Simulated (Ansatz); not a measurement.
# ZnS (Wurtzite-6H) (P6_3mc) in Ansatz: relaxation of cell and atoms with revPBE+D3(BJ)

Aim: the relaxation of cell and atoms of ZnS (Wurtzite-6H) with revPBE+D3(BJ).

Program: Ansatz 0.2.0. These are calculated values, not measurements. Logs are shortened: lines on timing, memory, paths and dates and some standing lists are left out, and cuts for length are marked.

## (1) The structure

Symmetry: P6_3mc, No. 186, hexagonal system. The conventional cell has a = 3.812 Å, b = 3.812 Å, c = 18.690 Å, α = 90.00°, β = 90.00°, γ = 120.00°. Zn (site symmetry 3m) has 4 S at 2.33 to 2.34 Å as nearest neighbours. Zn (site symmetry 3m) is surrounded by 4 S at 2.33 to 2.34 Å. Around Zn (site symmetry 3m) lie 4 S at 2.33 to 2.34 Å. S (site symmetry 3m) is surrounded by 4 Zn at 2.33 to 2.34 Å. Around S (site symmetry 3m) lie 4 Zn at 2.33 to 2.34 Å. S (site symmetry 3m) is surrounded by 4 Zn at 2.33 to 2.34 Å.

## (2) Relaxation of cell and atoms, revPBE+D3(BJ)

input.yaml

```yaml
crystal:
  lattice:
    - [3.812, 0.0, 0.0]
    - [-1.906, 3.3012888392, 0.0]
    - [0.0, 0.0, 18.68999]
  atoms:
    - { symbol: Zn, position: [0.3333333333, 0.6666666667, 0.83333] }
    - { symbol: Zn, position: [0.6666666667, 0.3333333333, 0.33333] }
    - { symbol: Zn, position: [0.6666666667, 0.3333333333, 0.66667] }
    - { symbol: Zn, position: [0.3333333333, 0.6666666667, 0.16667] }
    - { symbol: Zn, position: [0.0, 0.0, 0.5] }
    - { symbol: Zn, position: [0.0, 0.0, 0.0] }
    - { symbol: S, position: [0.3333333333, 0.6666666667, 0.95833] }
    - { symbol: S, position: [0.6666666667, 0.3333333333, 0.45833] }
    - { symbol: S, position: [0.6666666667, 0.3333333333, 0.79167] }
    - { symbol: S, position: [0.3333333333, 0.6666666667, 0.29167] }
    - { symbol: S, position: [0.0, 0.0, 0.625] }
    - { symbol: S, position: [0.0, 0.0, 0.125] }
hamiltonian:
  xc: revpbe
  pseudopotentials: { kind: paw }
  dispersion: d3bj
kpoints:
  mp_grid: { grid: [8, 8, 2] }
scf:
  occupations: { method: fermi_dirac, width: 0.05 }
output:
  forces: true
  stress: true
  eigenvalues: true
relax:
  f_tol: 0.01
  max_steps: 40
  cell: { stress_tol: 0.05 }
```

Potentials or basis: Ansatz PAW.

On the command line:

```console
> ansatz run input.yaml --threads 4 --pin off --max-ram 11264MiB --backend cpu --events-out ev --progress --plain --runs-dir out
```

What it wrote:

```text
Warning: RAYON_NUM_THREADS=4 ignored (pool sized by the plan → 4); use --threads N
Engine: ansatz 0.2.0, x86_64-unknown-linux-gnu
Pseudopotentials: kind: paw
Pseudopotential: Zn, paw, valence charge 12, recommended cutoff 420 eV (normal), Zn.paw.azcp
Pseudopotential: S, paw, valence charge 6, recommended cutoff 420 eV (normal), S.paw.azcp
Functional definition: revPBE
  parameter kappa = 1.245
  parameter beta = 0.06672455060314922
  exchange = pbe_x(kappa = kappa, mu = beta*pi^2/3)
  correlation = pbe_c(beta = beta)
Crystal: 12 atoms, lattice volume = 235.204 Å³
Basis set: ecut = 420 eV, 4611 PW (Γ), exchange–correlation on 54×54×250 points (8 copies of the dense FFT grid, shifted against one another)
Bands: 66, of which v1, the nominal top of the filled ones, is band 54 counted from 1 (53 counted from 0)
Symmetry: 12 space group operations
Space group: P63mc (ITA 186), of the structure as read, at distance tolerance 6.2e-5 Å
k-points: 20 of 128
Non-local potential: Zn, projectors of the file, l = 0: 2, l = 1: 2, l = 2: 3, l = 3: 1
Non-local potential: S, projectors of the file, l = 0: 2, l = 1: 2, l = 2: 2
PAW form: soft (Blöchl's): semilocal exchange-correlation on the pseudo side does not see the compensation charge
PAW frozen core: Zn, regenerated for the run's functional, and the local potential with it (the file was generated under x = pbe(κ = 0.804, μ = 0.2195149727645171), c = pbe(β = 0.06672455060314922))
PAW frozen core: S, regenerated for the run's functional, and the local potential with it (the file was generated under x = pbe(κ = 0.804, μ = 0.2195149727645171), c = pbe(β = 0.06672455060314922))
PAW one-centre angular grid: Zn, 590 points (default); XC on 64 Gauss nodes
[... 84 lines left out ...]
  atom   7  S     -0.00000000     0.00000000    -0.00213170
  atom   8  S     -0.00000000    -0.00000000    -0.00213170
  atom   9  S      0.00000000     0.00000000    -0.00210462
  atom  10  S      0.00000000    -0.00000000    -0.00210462
  atom  11  S      0.00000000     0.00000000    -0.00110362
  atom  12  S      0.00000000    -0.00000000    -0.00110362
  max |Σ_I F_I| component: 8.39e-7 eV/Å
--- Stress (GPa, compression-positive) ---
        0.028510       0.000000      -0.000000
        0.000000       0.028510      -0.000000
       -0.000000      -0.000000       0.024770
  P = ⅓ Tr σ = 0.0273 GPa (0.273 kbar)
--- Band table (eV; the first three rows and the last of 20) ---
  k-point 0: bands = ["-7.0859", "-6.8799", "-6.8672", "-6.3970", "-6.3845", "-6.1103", "-0.1753", "-0.1657", "-0.1601", "-0.1601", "-0.1561", "-0.1410", "-0.1410", "-0.1150", "-0.1150", "-0.0760", "-0.0760", "-0.0663", "-0.0663", "-0.0472", "-0.0472", "-0.0235", "-0.0134", "0.3590", "0.3590", "0.3610", "0.3610", "0.3722", "0.3722", "0.3793", "0.3793", "0.4032", "0.4032", "0.4134", "0.4134", "0.5787", "0.8013", "2.2877", "2.3032", "4.5403", "4.5603", "5.3527", "5.3527", "5.5579", "5.5579", "5.5601", "5.5601", "6.0047", "6.0047", "6.0177", "6.0177", "6.2317", "6.2659", "6.2659", "8.6492", "9.6361", "9.6979", "9.7545", "9.8309", "9.9148", "12.6238", "12.6238", "12.6329", "12.6958", "12.7003", "12.8597"]
  k-point 1: bands = ["-7.0307", "-7.0307", "-6.6432", "-6.6432", "-6.1886", "-6.1886", "-0.1696", "-0.1696", "-0.1530", "-0.1530", "-0.1530", "-0.1530", "-0.1292", "-0.1292", "-0.0967", "-0.0967", "-0.0967", "-0.0967", "-0.0532", "-0.0532", "-0.0532", "-0.0532", "0.2281", "0.2281", "0.3603", "0.3603", "0.3603", "0.3603", "0.3748", "0.3748", "0.3748", "0.3748", "0.4090", "0.4090", "0.4090", "0.4090", "1.3877", "1.3877", "3.3795", "3.3795", "5.4070", "5.4070", "5.4070", "5.4070", "5.6550", "5.6550", "5.7772", "5.7772", "5.7772", "5.7772", "6.1953", "6.1953", "6.1953", "6.1953", "9.1127", "9.1127", "9.6852", "9.6852", "9.9641", "9.9641", "12.6137", "12.6137", "12.7131", "12.7131", "12.7131", "12.7131"]
  k-point 2: bands = ["-6.9767", "-6.7790", "-6.7667", "-6.3197", "-6.3069", "-6.0496", "-0.1870", "-0.1807", "-0.1602", "-0.1442", "-0.1381", "-0.1166", "-0.1047", "-0.0968", "-0.0907", "-0.0809", "-0.0747", "-0.0460", "-0.0425", "-0.0364", "-0.0141", "0.0023", "0.0184", "0.3369", "0.3405", "0.3480", "0.3596", "0.3641", "0.3688", "0.3727", "0.3881", "0.3936", "0.4081", "0.4157", "0.4183", "0.6224", "0.9647", "2.3391", "2.3532", "4.2982", "4.3269", "4.5910", "4.8772", "4.8910", "5.0991", "5.3291", "5.3300", "5.3352", "5.4889", "5.5902", "5.8383", "5.8486", "6.0968", "6.1319", "9.4110", "10.2333", "10.3442", "10.3765", "10.4250", "10.6065", "11.9800", "12.0268", "12.3670", "12.7441", "12.8970", "12.8978"]
  k-point 19: bands = ["-5.9408", "-5.9408", "-5.8753", "-5.8753", "-5.8127", "-5.8127", "-0.0880", "-0.0880", "-0.0560", "-0.0560", "0.0033", "0.0033", "0.0376", "0.0376", "0.0763", "0.0763", "0.1332", "0.1332", "0.2379", "0.2379", "0.2706", "0.2706", "0.3137", "0.3137", "0.3576", "0.3576", "0.3790", "0.3790", "0.3994", "0.3994", "0.5952", "0.5952", "0.6392", "0.6392", "0.7224", "0.7224", "1.3530", "1.3530", "1.5816", "1.5816", "1.7388", "1.7388", "2.9350", "2.9350", "3.2669", "3.2669", "3.6874", "3.6874", "4.1481", "4.1481", "4.5258", "4.5258", "4.7902", "4.7902", "10.7604", "10.7604", "11.0624", "11.0624", "11.4944", "11.4944", "12.3025", "12.3025", "12.5268", "12.5268", "12.9776", "12.9776"]
--- Relaxed structure (3 steps of the walk, 3 accepted, 1 SCFs on fresh bases) ---
  F+E_penalty+E_count = -25381.67954925 eV   max|allowed force component| = 2.471e-3 eV/Å   (the final SCF, on the basis selected at the relaxed cell)
  cell:  # Å, volume = 229.8601 Å³
    - [3.780794591352454, 0.0, 0.0]
    - [-1.890397295676227, 3.2742641626020306, 1.3733490065623104e-34]
    - [-1.555021717231955e-33, 9.718885732699718e-34, 18.568067228114092]
  atoms:
    - { symbol: Zn, position: [0.3333333333333333, 0.6666666666666666, 0.8332802452132096] }
    - { symbol: Zn, position: [0.6666666666666666, 0.3333333333333333, 0.3332802452132097] }
    - { symbol: Zn, position: [0.6666666666666666, 0.3333333333333333, 0.666917061880591] }
    - { symbol: Zn, position: [0.3333333333333333, 0.6666666666666666, 0.16691706188059086] }
    - { symbol: Zn, position: [-3.915411785713305e-33, -6.221987483629519e-33, 0.5000635525335884] }
    - { symbol: Zn, position: [4.6185962731137345e-33, 6.534747891062907e-33, 6.355253358819601e-5] }
    - { symbol: S, position: [0.3333333333333333, 0.6666666666666666, 0.9580352138925257] }
    - { symbol: S, position: [0.6666666666666666, 0.3333333333333333, 0.4580352138925258] }
    - { symbol: S, position: [0.6666666666666666, 0.3333333333333333, 0.7916279866171824] }
    - { symbol: S, position: [0.3333333333333333, 0.6666666666666666, 0.2916279866171823] }
    - { symbol: S, position: [-2.3708817691914613e-33, -5.2885678220666574e-33, 0.6250759398629034] }
    - { symbol: S, position: [2.918496312998081e-33, 5.290188342312426e-33, 0.12507593986290338] }
```

Run time: 23 s. Hardware: 4 threads of Intel Xeon Platinum 8375C at 2.90GHz (Ice Lake), shared host; peak memory 0.84 GiB.

What came out:

```yaml
Free_energy: -25381.6795 eV
Relaxed_volume: 19.16 Å³/atom
Relaxed_cell: a = 3.781 Å, b = 3.781 Å, c = 18.568 Å, α = 90.00°, β = 90.00°, γ = 120.00°
Space_group_after_relaxing_to_0.05_Å: P6_3mc (No. 186)
Energy_gained_by_relaxing: 2.4 meV/atom
Ionic_steps: 4
Pressure_after_relaxing: 0.0 GPa
Band_gap_on_the_k_mesh: 2.38 eV, direct
```

Forces on the atoms (eV/Å):
```
Zn   0.000  0.000  0.002
Zn   0.000  0.000  0.002
Zn   0.000  0.000  0.002
Zn   0.000  0.000  0.002
Zn   0.000  0.000  0.001
Zn   0.000  0.000  0.001
S    0.000  0.000 -0.002
S    0.000  0.000 -0.002
S    0.000  0.000 -0.002
S    0.000  0.000 -0.002
S    0.000  0.000 -0.001
S    0.000  0.000 -0.001
```

Step by step:
```csv
step,energy change (eV),largest force (eV/Å),volume (Å³)
1,0.0000,0.0382,235.20
2,-0.0254,0.0135,232.06
3,-0.0312,0.0025,229.86
4,-0.0286,0.0025,229.86
```

Final structure:
```xyz
12
Lattice="3.7808 0.0000 0.0000 -1.8904 3.2743 0.0000 0.0000 0.0000 18.5681" Properties=species:S:1:pos:R:3 pbc="T T T"
Zn    0.0000    2.1828   15.4724
Zn    1.8904    1.0914    6.1884
Zn    1.8904    1.0914   12.3834
Zn    0.0000    2.1828    3.0993
Zn    0.0000    0.0000    9.2852
Zn    0.0000    0.0000    0.0012
S     0.0000    2.1828   17.7889
S     1.8904    1.0914    8.5048
S     1.8904    1.0914   14.6990
S     0.0000    2.1828    5.4150
S     0.0000    0.0000   11.6065
S     0.0000    0.0000    2.3224
```

Caveat: the plane-wave basis is chosen anew once the cell has moved, so the energies of steps on either side of that aren't comparable; the PAW data sets come from PBE, with cores solved anew for the run's functional, which leaves a small shift of forces and pressure.
